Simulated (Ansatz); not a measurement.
Geometry optimisation in Ansatz: input, command and trajectory.

```yaml
crystal:
  lattice:
    - [0.0, 2.7348383262, 2.7348383262]
    - [2.7348383262, 0.0, 2.7348383262]
    - [2.7348383262, 2.7348383262, 0.0]
  atoms:
    - { symbol: Si, position: [0.75, 0.75, 0.75] }
    - { symbol: Si, position: [0.5, 0.5, 0.5] }
basis:
  ecutwfc: 420
kpoints:
  mp_grid: { grid: [10, 10, 10] }
hamiltonian:
  xc: pbesol
scf:
  occupations: { method: gaussian, width: 0.02 }
output:
  forces: true
  stress: true
  eigenvalues: true
relax:
  adjacent_minimum: "off"
  f_tol: 0.005
  max_steps: 50
  cell: { stress_tol: 0.05 }
```

```bash
ansatz run input.yaml --threads 1 --pin off --max-ram 2560MiB --backend cpu --events-out ev --progress --plain --runs-dir out
```

Computed with DFT PBEsol, scalar-relativistic, plane waves, PAW (Ansatz).

Of 4 frames 3 are shown, positions in Å and forces in eV/Å; the SCF threshold varies from step to step. Steps run on the plane waves of an earlier cell, with a Pulay correction in the pressure. The basis is chosen afresh for the last frame, the zero of the energies, and at times for earlier ones too; energy and pressure step there, also at an unchanged geometry.

```xyz
2
Lattice="0.0000 2.7348 2.7348 2.7348 0.0000 2.7348 2.7348 2.7348 0.0000" Properties=species:S:1:pos:R:3:forces:R:3 pbc="T T T" step=1 free_energy_over_end_meV_per_atom=2.28 pressure_GPa=-1.78
Si    4.1023    4.1023    4.1023    0.0000    0.0000    0.0000
Si    2.7348    2.7348    2.7348    0.0000    0.0000    0.0000
2
Lattice="0.0000 2.7209 2.7209 2.7209 0.0000 2.7209 2.7209 2.7209 0.0000" Properties=species:S:1:pos:R:3:forces:R:3 pbc="T T T" step=2 free_energy_over_end_meV_per_atom=0.07 pressure_GPa=-0.41
Si    4.0813    4.0813    4.0813    0.0000    0.0000    0.0000
Si    2.7209    2.7209    2.7209    0.0000    0.0000    0.0000
2
Lattice="0.0000 2.7168 2.7168 2.7168 0.0000 2.7168 2.7168 2.7168 0.0000" Properties=species:S:1:pos:R:3:forces:R:3 pbc="T T T" step=4 free_energy_over_end_meV_per_atom=0.00 pressure_GPa=0.01
Si    4.0751    4.0751    4.0751    0.0000    0.0000    0.0000
Si    2.7168    2.7168    2.7168    0.0000    0.0000    0.0000
```

It took 3.9 s on 1 thread of Arm Neoverse V2, on a shared host, peak memory 0.29 GiB.